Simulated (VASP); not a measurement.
# NbP: interstitial B from one void to a neighbouring one, part 2 of 3

Aim: the barrier for one hop in NbP: interstitial B from one void to a neighbouring one. The start is a computed cell from the Materials Project.

VASP 6.6.1, plane waves and PAW; the level of theory is named at each step.

So far. Step 2 (Relax the host): The run ended after 4 ionic steps, 0.000 eV below its first step, once forces and stress met EDIFFG = -0.02.

## Step 4: Relax the end

Level of this step: PBE; plane waves and PAW (Nb_pv, P, B) (VASP).

The end state is relaxed in the same way, so that both ends share their errors.

INCAR reads:

```
SYSTEM = Nb8BP8
PREC = Normal
ENCUT = 320
EDIFF = 1E-05
NELM = 120
ISMEAR = 1
SIGMA = 0.15
LREAL = Auto
ALGO = Fast
GGA = PE
NBANDS = 82
LASPH = .TRUE.
LORBIT = 11
LWAVE = .FALSE.
LCHARG = .FALSE.
KPAR = 3
IBRION = 2
NSW = 60
ISIF = 2
EDIFFG = -0.05
POTIM = 0.4
MAXMIX = 40
ISYM = 0
```

POSCAR reads:

```
Nb8BP8
1.0
   -1.6768342013      1.6768342013      5.7322502160
    3.3536684026     -3.3536684026     11.4645004320
    3.3536684026      3.3536684026    -11.4645004320
Nb P B
8 8 1
Direct
    0.2534922204      0.3721246559      0.2497418411
    0.2452072657      0.3784209881      0.7494256236
    0.2420090301      0.8746682208      0.2462166434
    0.2499170760      0.8743064489      0.7509747345
    0.5003796891      0.2462927461     -0.0027068523
    0.5016568446      0.2492659127      0.5029669753
    0.5067879825      0.7505008643      0.0044102007
    0.5049319318      0.7478052236      0.4998253532
    0.8279810850      0.1676912625      0.2516419851
    0.8313186903      0.1666606886      0.7483425943
    0.8208141312      0.6658473234      0.2457144947
    0.8355618199      0.6683892707      0.7546622202
    0.0860992445      0.0417178795      0.0013254881
    0.0839890280      0.0438425100      0.5033775785
    0.0849942722      0.5385772767      0.0023761882
    0.0803351315      0.5396557220      0.4996849563
    0.6642872234      0.4461891054      0.6101615020
```

KPOINTS reads:

```
Automatic mesh
0
Gamma
5 5 5
0 0 0
```

Potentials, in the order of the species: Nb_pv, P and B (PBE family, release 64).

On the command line:

```
$ mpirun -np 3 vasp_std
```

Log:

```text
[... set-up lines as in an earlier step ...]
 entering main loop
       N       E                     dE             d eps       ncg     rms          rms(c)
DAV:   1     0.121420074102E+04    0.12142E+04   -0.46406E+04 10388   0.116E+03
DAV:   2    -0.420908259146E+02   -0.12563E+04   -0.12186E+04 13094   0.613E+02
DAV:   3    -0.147825300713E+03   -0.10573E+03   -0.10093E+03 17000   0.158E+02
DAV:   4    -0.153688316167E+03   -0.58630E+01   -0.56855E+01 16384   0.363E+01
DAV:   5    -0.153927432236E+03   -0.23912E+00   -0.23498E+00 16960   0.736E+00    0.702E+01
RMM:   6    -0.143192498712E+03    0.10735E+02   -0.44281E+01 12785   0.258E+01    0.215E+01
RMM:   7    -0.143762217757E+03   -0.56972E+00   -0.15936E+01 14028   0.122E+01    0.109E+01
RMM:   8    -0.143394587571E+03    0.36763E+00   -0.26559E+00 13865   0.597E+00    0.889E+00
RMM:   9    -0.143268553015E+03    0.12603E+00   -0.78574E-01 13064   0.366E+00    0.485E+00
RMM:  10    -0.143289482370E+03   -0.20929E-01   -0.22958E-01 15507   0.149E+00    0.139E+00
RMM:  11    -0.143295396104E+03   -0.59137E-02   -0.82296E-02 13650   0.667E-01    0.104E+00
RMM:  12    -0.143294060654E+03    0.13354E-02   -0.32397E-02 13008   0.662E-01    0.621E-01
RMM:  13    -0.143293826969E+03    0.23369E-03   -0.23019E-02 13321   0.411E-01    0.141E-01
RMM:  14    -0.143294266000E+03   -0.43903E-03   -0.82061E-03 13706   0.237E-01    0.113E-01
RMM:  15    -0.143294640395E+03   -0.37440E-03   -0.42816E-03 13742   0.107E-01    0.876E-02
RMM:  16    -0.143294815880E+03   -0.17549E-03   -0.20846E-03 10921   0.685E-02    0.493E-02
RMM:  17    -0.143294938014E+03   -0.12213E-03   -0.12177E-03 11011   0.593E-02    0.197E-02
RMM:  18    -0.143295006788E+03   -0.68774E-04   -0.75096E-04  8422   0.363E-02    0.151E-02
RMM:  19    -0.143295049800E+03   -0.43012E-04   -0.44227E-04  8164   0.283E-02    0.634E-03
RMM:  20    -0.143295075474E+03   -0.25674E-04   -0.26577E-04  7843   0.215E-02    0.103E-02
RMM:  21    -0.143295092345E+03   -0.16871E-04   -0.16783E-04  7577   0.177E-02    0.484E-03
RMM:  22    -0.143295102083E+03   -0.97379E-05   -0.99878E-05  7214   0.134E-02
   1 F= -.14329510E+03 E0= -.14329569E+03  d E =-.143295E+03
 curvature:   0.00 expect dE= 0.000E+00 dE for cont linesearch  0.000E+00
 trial: gam= 0.00000 g(F)=  0.138E+01 g(S)=  0.000E+00 ort = 0.000E+00 (trialstep = 0.100E+01)
 search vector abs. value=  0.138E+01
 bond charge predicted
       N       E                     dE             d eps       ncg     rms          rms(c)
DAV:   1    -0.142282542693E+03    0.10125E+01   -0.12469E+02 12100   0.748E+01    0.451E+00
RMM:   2    -0.143781161153E+03   -0.14986E+01   -0.16929E+01 14495   0.188E+01    0.387E+00
RMM:   3    -0.144116776200E+03   -0.33562E+00   -0.31438E+00 15072   0.752E+00    0.282E+00
RMM:   4    -0.144049320461E+03    0.67456E-01   -0.30193E-01 13359   0.325E+00    0.272E+00
RMM:   5    -0.144045964572E+03    0.33559E-02   -0.35229E-01 13083   0.216E+00    0.231E+00
RMM:   6    -0.144048801845E+03   -0.28373E-02   -0.73785E-02 15963   0.943E-01    0.280E+00
RMM:   7    -0.144042659190E+03    0.61427E-02   -0.23414E-02 11879   0.741E-01    0.223E+00
RMM:   8    -0.144043202335E+03   -0.54314E-03   -0.11404E-02 13511   0.316E-01    0.171E+00
RMM:   9    -0.144043518768E+03   -0.31643E-03   -0.39615E-03 15810   0.156E-01    0.154E+00
RMM:  10    -0.144043659574E+03   -0.14081E-03   -0.18665E-03 12896   0.120E-01    0.125E+00
RMM:  11    -0.144043797210E+03   -0.13764E-03   -0.11704E-03 12981   0.656E-02    0.939E-01
RMM:  12    -0.144043748260E+03    0.48950E-04   -0.63211E-04 12247   0.560E-02    0.696E-01
RMM:  13    -0.144043783792E+03   -0.35532E-04   -0.39890E-04  9881   0.399E-02    0.477E-01
RMM:  14    -0.144043800861E+03   -0.17069E-04   -0.22180E-04  8091   0.391E-02    0.411E-01
RMM:  15    -0.144043809393E+03   -0.85325E-05   -0.14920E-04  7842   0.268E-02    0.326E-01
RMM:  16    -0.144043816051E+03   -0.66575E-05   -0.90009E-05  7271   0.250E-02
   2 F= -.14404382E+03 E0= -.14404400E+03  d E =-.748714E+00
[... from here on, the cycles between the ionic steps are left out ...]
   3 F= -.14405943E+03 E0= -.14405924E+03  d E =-.764324E+00
   4 F= -.14438264E+03 E0= -.14438191E+03  d E =-.323217E+00
   5 F= -.14478250E+03 E0= -.14478135E+03  d E =-.723070E+00
   6 F= -.14503146E+03 E0= -.14503043E+03  d E =-.248964E+00
   7 F= -.14525544E+03 E0= -.14525488E+03  d E =-.472943E+00
   8 F= -.14536491E+03 E0= -.14536447E+03  d E =-.109466E+00
   9 F= -.14542650E+03 E0= -.14542628E+03  d E =-.171058E+00
  10 F= -.14542735E+03 E0= -.14542716E+03  d E =-.171911E+00
  11 F= -.14544228E+03 E0= -.14544217E+03  d E =-.149295E-01
  12 F= -.14544538E+03 E0= -.14544532E+03  d E =-.180303E-01
  13 F= -.14544554E+03 E0= -.14544548E+03  d E =-.181842E-01
  14 F= -.14544790E+03 E0= -.14544789E+03  d E =-.236582E-02
  15 F= -.14544793E+03 E0= -.14544792E+03  d E =-.239114E-02
 curvature:  -0.74 expect dE=-0.254E-03 dE for cont linesearch -0.802E-04
 ZBRENT: increasing intervall
 opt :   1.9139  next Energy=  -145.448113 (dE=-0.258E-02)
 bond charge predicted
       N       E                     dE             d eps       ncg     rms          rms(c)
DAV:   1    -0.145447382080E+03    0.55033E-03   -0.43324E-02 12208   0.135E+00    0.752E-02
RMM:   2    -0.145447887746E+03   -0.50567E-03   -0.55879E-03 14212   0.355E-01    0.519E-02
RMM:   3    -0.145448020389E+03   -0.13264E-03   -0.10786E-03 13670   0.141E-01    0.549E-02
RMM:   4    -0.145448035127E+03   -0.14738E-04   -0.11285E-04 11436   0.603E-02    0.590E-02
RMM:   5    -0.145448035193E+03   -0.65549E-07   -0.33064E-05  7302   0.266E-02
  16 F= -.14544804E+03 E0= -.14544804E+03  d E =-.249982E-02
 curvature:  -1.71 expect dE=-0.869E-03 dE for cont linesearch -0.564E-04
 trial: gam= 0.30645 g(F)=  0.507E-03 g(S)=  0.000E+00 ort =-0.326E-03 (trialstep = 0.131E+01)
 search vector abs. value=  0.610E-03
 reached required accuracy - stopping structural energy minimisation
```

The job ended after 39 min (3 MPI ranks of AMD EPYC 9R45, shared host; peak memory 1.7 GiB).

OUTCAR, selected parts (step 4):

```text
 Found     63 irreducible k-points:

   k-points           NKPTS =     63   k-points in BZ     NKDIM =     63   number of bands    NBANDS=     82

   dimension x,y,z NGX =    28 NGY =   54 NGZ =   54
   dimension x,y,z NGXF=    56 NGYF=  108 NGZF=  108

   ENCUT  =  320.0 eV  23.52 Ry    4.85 a.u.   9.05 18.10 18.10*2*pi/ulx,y,z

   NELECT =     131.0000    total number of electrons

 E-fermi :   7.8494

 k-point     1 :       0.0000    0.0000    0.0000
  band No.  band energies     occupation
    ...
     62       6.9222      2.00000
     63       7.0977      2.00000
     64       7.2599      2.00000
     65       7.3166      2.00001
     66       7.4737      2.00226
     67       8.1304     -0.02354
     68       8.5028     -0.00000
     69       8.5725     -0.00000
     70       8.9120     -0.00000
     71       8.9388     -0.00000
    ...

 k-point     2 :       0.2000   -0.0000    0.0000
  band No.  band energies     occupation
    ...
     62       6.5840      2.00000
     63       6.7711      2.00000
     64       7.1489      2.00000
     65       7.5471      2.01521
     66       7.7601      1.83587
     67       8.2451     -0.00123
     68       8.4009     -0.00000
     69       8.5606     -0.00000
     70       8.8175     -0.00000
     71       8.8806     -0.00000
    ...

  Total        1.7311430      1.6208707      2.0513007      0.0131164      0.0470339     -0.0503914
  in kB       10.7551919     10.0700955     12.7442578      0.0814894      0.2922109     -0.3130698
  external PRESSURE =      11.1898484 kB  Pullay stress =       0.0000000 kB

  energy-cutoff  :      320.00
  volume of cell :      257.88
      direct lattice vectors                 reciprocal lattice vectors
    -1.676834201  1.676834201  5.732250216     0.000000000  0.298180941  0.087225781
     3.353668403 -3.353668403 11.464500432     0.149090470  0.000000000  0.043612890
     3.353668403  3.353668403-11.464500432     0.149090470  0.149090470  0.000000000

 POSITION                                       TOTAL-FORCE (eV/Angst)
 -----------------------------------------------------------------------------------
      1.64752      0.01446      2.87301         0.002430     -0.007625      0.005585
      3.32296      1.66616     -2.86309         0.002108      0.009206      0.028084
      3.28166     -1.68659      8.57209        -0.003101      0.000707      0.021196
      4.95605      0.01605      2.85546        -0.009560     -0.007968      0.019193
      3.25336      3.34930     -5.77025         0.013118     -0.003153      0.013584
      1.64343      1.68177      0.00038         0.007404      0.005206      0.005957
      4.95616      1.69026      0.03567         0.002015      0.009431     -0.002495
      3.34853     -0.01110      5.73031        -0.020532      0.002029      0.010587
     -0.05768      1.68572      3.79791        -0.022654      0.004523     -0.011046
      1.61543      3.34738     -1.94394         0.000170      0.002469     -0.011748
      1.63441     -0.00533      9.54120        -0.013620     -0.000945     -0.015945
      3.31041      1.68755      3.90739        -0.002070      0.000378     -0.048168
      3.30388      3.37096    -10.51254         0.042732      0.018894     -0.011555
      1.63298      1.66201     -4.78349         0.009782     -0.019181     -0.014128
      1.61584     -1.57351      6.60701        -0.021488     -0.003723     -0.002439
      3.29563     -0.10486      0.87890        -0.028477     -0.013340     -0.003611
      3.28602      1.67529      1.86711         0.041745      0.003092      0.016949
 -----------------------------------------------------------------------------------
    total drift:                               -0.001453      0.000147      0.002585

  FREE ENERGIE OF THE ION-ELECTRON SYSTEM (eV)
  ---------------------------------------------------
  free  energy   TOTEN  =      -145.4480351928 eV

  energy  without entropy=     -145.4480552994  energy(sigma->0) =     -145.44804190

 total charge
# of ion       s       p       d       tot
------------------------------------------
    1        0.311   6.353   3.132   9.796
    2        0.314   6.358   3.140   9.812
    3        0.315   6.358   3.150   9.823
    4        0.314   6.359   3.143   9.816
    5        0.324   6.366   3.168   9.858
    6        0.314   6.360   3.151   9.824
    7        0.315   6.366   3.182   9.864
    8        0.326   6.372   3.196   9.894
    9        1.020   1.525   0.000   2.545
   10        1.020   1.517   0.000   2.537
   11        1.020   1.525   0.000   2.545
   12        1.013   1.532   0.000   2.544
   13        1.020   1.524   0.000   2.544
   14        1.021   1.530   0.000   2.551
   15        1.012   1.528   0.000   2.541
   16        1.012   1.523   0.000   2.535
   17        0.652   1.168   0.000   1.820
--------------------------------------------------
tot         11.323  64.262  25.262 100.847

[... 1 part as in an earlier step ...]

[... 7 further parts left out ...]
```

This run has no spin polarisation. Its electron count is odd, so without a moment it is a metal by construction.

Step by step:

```tsv
step	energy less that of the first step (eV)	largest force (eV/Å)
1	0.0000	3.2750
2	-0.7487	2.1912
3	-0.7643	2.0850
4	-1.0875	1.9696
5	-1.4874	1.4209
6	-1.7364	1.2075
7	-1.9603	1.0893
8	-2.0698	0.6898
9	-2.1314	0.3360
10	-2.1322	0.3673
11	-2.1472	0.1770
12	-2.1503	0.0903
13	-2.1504	0.0965
14	-2.1528	0.0581
15	-2.1528	0.0547
16	-2.1529	0.0482
```

The atoms that moved most (Å):

```tsv
atom	dx	dy	dz	length
B17	0.857	0.011	-0.061	0.860
P16	-0.055	-0.106	-0.040	0.126
P12	-0.061	-0.003	0.107	0.123
P15	-0.056	0.082	-0.027	0.103
Nb7	-0.079	-0.011	0.042	0.090
Nb5	-0.078	-0.008	-0.029	0.084
P9	-0.076	0.016	0.014	0.079
Nb4	-0.076	0.011	0.009	0.077
```

The relaxed structure:

```
Nb P B
1.0
    -1.67683    1.67683    5.73225
     3.35367   -3.35367   11.46450
     3.35367    3.35367  -11.46450
Nb P B
8 8 1
Direct
  0.25491 0.37093 0.24779
  0.24708 0.37055 0.74383
  0.24480 0.86312 0.23781
  0.25386 0.86343 0.74129
  0.49538 0.23339 0.98439
  0.50150 0.24504 0.49576
  0.50712 0.74047 0.99092
  0.49652 0.74915 0.49758
  0.83392 0.15704 0.24272
  0.82856 0.15606 0.73991
  0.83065 0.65979 0.24288
  0.84402 0.66396 0.74515
  0.08819 0.03409 0.99515
  0.07833 0.03484 0.49125
  0.10711 0.52906 0.00631
  0.04540 0.52968 0.47571
  0.66240 0.57135 0.73969
```

Numbers from this step:

| Item | Value |
| --- | --- |
| electronic cycles | 184 |
| electrons | 131 |
| free energy (TOTEN) | -145.4480 eV |
| Fermi energy | 7.849 eV |

The run ended after 16 ionic steps, 2.153 eV below its first step, once the forces on the free atoms met EDIFFG = -0.05.

B moved by 0.86 Å, so this state is no longer the site that was set up, and the path will join the minima actually found.

(Part 2 of 3 ends here.)

[Lines on the potential files, build, host, timing and source positions are cut from VASP's logs without a mark.]

[Logs are printed without paths, hosts, clocks, repeated set-up lines and the standing remarks that a program may print on its own settings, such as how far it seeks lower states.]

[Hosts, paths, dates, database ids (printed as entryN), source tags and the programs' standing remarks are cut or masked in the printed files.]

[Runs that stopped without an error message from VASP are left out.]
